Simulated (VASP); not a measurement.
# AgCl (Pm-3m) in VASP: a series of runs, part 2 of 2

VASP 6.6.1. The steps go on from the part before.

### 4 Single point, PBE

File INCAR:

```
PREC     = Accurate       # precision mode
ENCUT    = 520            # plane-wave cutoff, eV
EDIFF    = 1E-6           # SCF threshold, eV
ISMEAR   = 0              # smearing method
SIGMA    = 0.05           # smearing width, eV
LREAL    = F              # projectors in reciprocal space
LASPH    = T              # aspherical terms in the spheres
NELM     = 100            # most SCF steps
ALGO     = Normal         # electronic algorithm
ISIF     = 2              # what is computed and relaxed
LWAVE    = F              # write WAVECAR
LCHARG   = F              # write CHGCAR
GGA      = PE             # functional
ADDGRID  = F
```

File KPOINTS:

```
Automatic mesh
0
Gamma
  8 8 8
```

File POSCAR:

```
AgCl
1.0
    3.4339730000      0.0000000000      0.0000000000
    0.0000000000      3.4339730000      0.0000000000
    0.0000000000      0.0000000000      3.4339730000
Ag Cl
1 1
Direct
    0.0000000000      0.0000000000      0.0000000000
    0.5000000000      0.5000000000      0.5000000000
```

Potentials or basis: VASP PAW PBE potentials, release 64 (Ag, Cl).

On the command line:

```sh
> cat potpaw_PBE.64/Ag/POTCAR potpaw_PBE.64/Cl/POTCAR > POTCAR
> mpirun -np 1 vasp_std > vasp.out
```

OUTCAR:

```text
PREC = Accurate
   ENCUT = 520
   EDIFF = 1E-6
   ISMEAR = 0
   LREAL = F
   LASPH = T
   NELM = 100
   ISIF = 2
   GGA = PE

 Found     35 irreducible k-points:

 Following reciprocal coordinates:
            Coordinates               Weight
  0.000000  0.000000  0.000000      1.000000
  0.125000  0.000000  0.000000      6.000000
  0.250000  0.000000  0.000000      6.000000
  0.375000  0.000000  0.000000      6.000000
  0.500000  0.000000  0.000000      3.000000
  0.125000  0.125000  0.000000     12.000000
   k-points           NKPTS =     35   k-points in BZ     NKDIM =     35   number of bands    NBANDS=     13
   number of dos      NEDOS =    301   number of ions     NIONS =      2
   total plane-waves  NPLWV =  21952
   dimension x,y,z NGX =    28 NGY =   28 NGZ =   28
   dimension x,y,z NGXF=    56 NGYF=   56 NGZF=   56
   ions per type =               1   1
   NGX,Y,Z   is equivalent  to a cutoff of  13.56, 13.56, 13.56 a.u.
   NGXF,Y,Z  is equivalent  to a cutoff of  27.11, 27.11, 27.11 a.u.
 SYSTEM =  unknown system
   PREC   = accura    normal or accurate (medium, high low for compatibility)
   ISTART =      0    job   : 0-new  1-cont  2-samecut
   ICHARG =      2    charge: 1-file 2-atom 10-const
   ISPIN  =      1    spin polarized calculation?
   LNONCOLLINEAR =      F non collinear calculations
   LSORBIT =      F    spin-orbit coupling
   LASPH  =      T    aspherical Exc in radial PAW
   ENCUT  =  520.0 eV  38.22 Ry    6.18 a.u.   6.38  6.38  6.38*2*pi/ulx,y,z
   NELM   =    100;   NELMIN=  2; NELMDL= -5     # of ELM steps
   EDIFF  = 0.1E-05   stopping-criterion for ELM
   LREAL  =      F    real-space projection
   EDIFFG = 0.1E-04   stopping-criterion for IOM
   NSW    =      0    number of steps for IOM
   IBRION =     -1    ionic relax: 0-MD 1-quasi-New 2-CG
   NFREE  =      0    steps in history (QN), initial steepest desc. (CG)
   ISIF   =      2    stress and relaxation
   ISYM   =      2    0-nonsym 1-usesym 2-fastsym
   POTIM  = 0.5000    time-step for ionic-motion
   TEBEG  =    0.0;   TEEND  =   0.0 temperature during run
   PSTRESS=    0.0 pullay stress
   NELECT =      18.0000    total number of electrons
   NUPDOWN=      -1.0000    fix difference up-down
   EMIN   =  10.00;   EMAX   =-10.00  energy-range for DOS
   EFERMI =   0.00;   METHOD = LEGACY
   ISMEAR =     0;   SIGMA  =   0.05  broadening in eV -4-tet -1-fermi 0-gaus
   EFERMI_NEDOS =   21; number of points for ismear=-14 and -15
   IALGO  =     38    algorithm
   IMIX   =      4    mixing-type and parameters
     AMIX     =   0.40;   BMIX     =  1.00
     AMIX_MAG =   1.60;   BMIX_MAG =  1.00
  volume/ion in A,a.u.               =      20.25       136.63
  Fermi-wavevector in a.u.,A,eV,Ry     =   1.249402  2.361027 21.238760  1.561005
  Thomas-Fermi vector in A             =   2.383444
   LORBIT       =      0    0 simple, 1 ext, 2 COOP (PROOUT), +10 PAW based schemes
   GGA     = PE    functional components
   LHFCALC =     F    Hartree Fock is set to
   AEXX    =    0.0000 exact exchange contribution
   IVDW    =     0    specifies the selected vdW correction
   LEPSILON=     F    determine dielectric tensor
   LRPA    =     F    only Hartree local field effects (RPA)
 non-spin polarized calculation
 Gauss-broadening in eV      SIGMA  =   0.05
  energy-cutoff  :      520.00
  volume of cell :       40.49
 maximum number of plane-waves:      1110
 NGX is ok and might be reduce to    28
   NGX = 13   NGY = 13   NGZ = 13

 number of electron      18.0000002 magnetization

 Free energy of the ion-electron system (eV)
  ---------------------------------------------------
  ext. energy  EPLUGINS =         0.00000000
  ---------------------------------------------------
  free energy    TOTEN  =        -5.12206787 eV

  energy without entropy =       -5.12206787  energy(sigma->0) =       -5.12206787

 E-fermi :   4.1611     XC(G=0): -10.3848

 val. band max:        3.8848641089   @ k =   0.5000   0.0000   0.0000
 cond. band min:       4.4588649897   @ k =   0.0000   0.0000   0.0000
 fundamental gap:      0.5740008807
 Fermi energy:         4.1610667853

 k-point     1 :       0.0000    0.0000    0.0000
  band No.  band energies     occupation
      1     -10.6838      2.00000
      2       1.1705      2.00000
      3       1.1705      2.00000
      4       2.1076      2.00000
      5       2.1076      2.00000
      6       2.1076      2.00000
      7       2.3839      2.00000
      8       2.3839      2.00000
      9       2.3839      2.00000
     10       4.4589      0.00000
     11      13.3222      0.00000
     12      13.3222      0.00000
     13      17.5440      0.00000

 k-point     2 :       0.1250    0.0000    0.0000
  band No.  band energies     occupation
      1     -10.6217      2.00000
      2       0.9568      2.00000
      3       1.1912      2.00000
      4       1.7406      2.00000
      5       1.7406      2.00000
      6       1.9556      2.00000
      7       2.1148      2.00000
      8       2.8058      2.00000
      9       2.8058      2.00000
     10       5.1927      0.00000
     11      13.3209      0.00000
     12      13.3293      0.00000
     13      16.6778      0.00000

 k-point     3 :       0.2500    0.0000    0.0000
  band No.  band energies     occupation
      1     -10.4642      2.00000
      2       0.0334      2.00000
      3       1.2419      2.00000
      4       1.3652      2.00000
      5       1.3652      2.00000
      6       2.0223      2.00000
      7       2.1325      2.00000
      8       3.3245      2.00000
      9       3.3245      2.00000
     10       6.3764      0.00000
     11      12.5084      0.00000
     12      13.3171      0.00000
     13      15.3070      0.00000

 k-point     4 :       0.3750    0.0000    0.0000
  band No.  band energies     occupation
      1     -10.2945      2.00000
      2      -0.8012      2.00000
      3       1.1219      2.00000
      4       1.1219      2.00000
      5       1.2935      2.00000
      6       2.1502      2.00000
      7       2.3251      2.00000
      8       3.7284      2.00000
      9       3.7284      2.00000
     10       7.6172      0.00000
     11      10.8313      0.00000
     12      13.3123      0.00000
     13      14.2847      0.00000

 k-point     5 :       0.5000    0.0000    0.0000
  band No.  band energies     occupation
      1     -10.2201      2.00000
      2      -1.1150      2.00000
      3       1.0378      2.00000
      4       1.0378      2.00000
      5       1.3151      2.00000
      6       2.1576      2.00000
      7       2.4678      2.00000
      8       3.8849      2.00000
      9       3.8849      2.00000
     10       8.7979      0.00000
     11       9.3957      0.00000
     12      13.3100      0.00000
     13      13.9099      0.00000

 k-point     6 :       0.1250    0.1250    0.0000
  band No.  band energies     occupation
      1     -10.5621      2.00000
      2       0.9132      2.00000
      3       1.0407      2.00000
      4       1.4427      2.00000
      5       1.6295      2.00000
      6       2.0659      2.00000
      7       2.3662      2.00000
      8       2.4054      2.00000
      9       3.0130      2.00000
     10       5.8213      0.00000
     11      13.2898      0.00000
     12      13.4414      0.00000
     13      15.3982      0.00000

 [... further k-points ...]

------------------------ aborting loop because EDIFF is reached ----------------------------------------

  FORCE on cell =-STRESS in cart. coord.  units (eV):
  Direction    XX          YY          ZZ          XY          YZ          ZX
  --------------------------------------------------------------------------------------
  -------------------------------------------------------------------------------------
  Total       -0.0637921     -0.0637921     -0.0637921      0.0000000     -0.0000000      0.0000000
  in kB       -2.5239856     -2.5239856     -2.5239856      0.0000000     -0.0000000      0.0000000
  external PRESSURE =      -2.5239856 kB  Pullay stress =       0.0000000 kB

 VOLUME and BASIS-vectors are now :
 -----------------------------------------------------------------------------
  energy-cutoff  :      520.00
  volume of cell :       40.49
      direct lattice vectors                 reciprocal lattice vectors
     3.433973000  0.000000000  0.000000000     0.291207881  0.000000000  0.000000000
     0.000000000  3.433973000  0.000000000     0.000000000  0.291207881  0.000000000
     0.000000000  0.000000000  3.433973000     0.000000000  0.000000000  0.291207881

 POSITION                                       TOTAL-FORCE (eV/Angst)
 -----------------------------------------------------------------------------------
      0.00000      0.00000      0.00000         0.000000      0.000000      0.000000
      1.71699      1.71699      1.71699         0.000000      0.000000      0.000000
 -----------------------------------------------------------------------------------
    total drift:                                0.000000      0.000000      0.000000

  FREE ENERGIE OF THE ION-ELECTRON SYSTEM (eV)
  ---------------------------------------------------
  free  energy   TOTEN  =        -5.1220678692 eV

  energy  without entropy=       -5.1220678692  energy(sigma->0) =       -5.12206787
```

It took 10 s on 1 thread of AMD EPYC 9R45 (Zen 5), shared host; peak memory 0.13 GiB.

These settings aren't checked as converged: the numbers below hold their error.

Results:

| Property | Result |
| --- | --- |
| Free energy | -5.1221 eV |
| Pressure | -0.3 GPa |
| Band gap on the k mesh | 0.57 eV, indirect (least direct gap 2.07 eV) |
